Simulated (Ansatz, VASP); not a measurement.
One calculation of P, two programs

```
CELL_PARAMETERS angstrom
5.93054 0.00000 0.00000
-2.96527 5.13600 0.00000
0.00000 0.00000 5.03223
ATOMIC_POSITIONS crystal
P 0.80000 0.40000 0.16667
P 0.60000 0.40000 0.83333
P 0.60000 0.20000 0.50000
P 0.20000 0.60000 0.16667
P 0.40000 0.60000 0.83333
P 0.40000 0.80000 0.50000
```

Alike in both runs: task relaxation of cell and atoms; functional PBE; k mesh 3 × 3 × 4; occupations gaussian, width 0.1 eV; no spin polarisation.

|  | VASP | Ansatz |
| --- | --- | --- |
| version | VASP 6.6.1 | Ansatz 0.2.0 |
| potentials or method | VASP PAW PBE potentials, release 64 (P) | scalar-relativistic, plane waves, PAW |
| plane-wave cutoff (eV) | 600 | 420 |
| valence electrons in the cell | 30 | 30 |

Ansatz gave:

- gap on the k mesh at the Fermi level, each at its own relaxed structure (eV): none
- relaxed volume (Å³/atom): 29.99
- relaxed cell length with the largest relative difference (Å): 5.023
- energy change over the relaxation (meV/atom): -108

Estimate VASP's values.

gap on the k mesh at the Fermi level, each at its own relaxed structure (eV): none; relaxed volume (Å³/atom): 29.89; relaxed cell length with the largest relative difference (Å): 5.010; energy change over the relaxation (meV/atom): -101.

A gap of «none» marks a metal or a gap that the smearing closes.

Caveats: the k mesh is coarse (spacing up to 0.41 Å⁻¹), so the values aren't converged; the volume moved by over 15 % at a fixed basis, so the end points are rough (VASP).
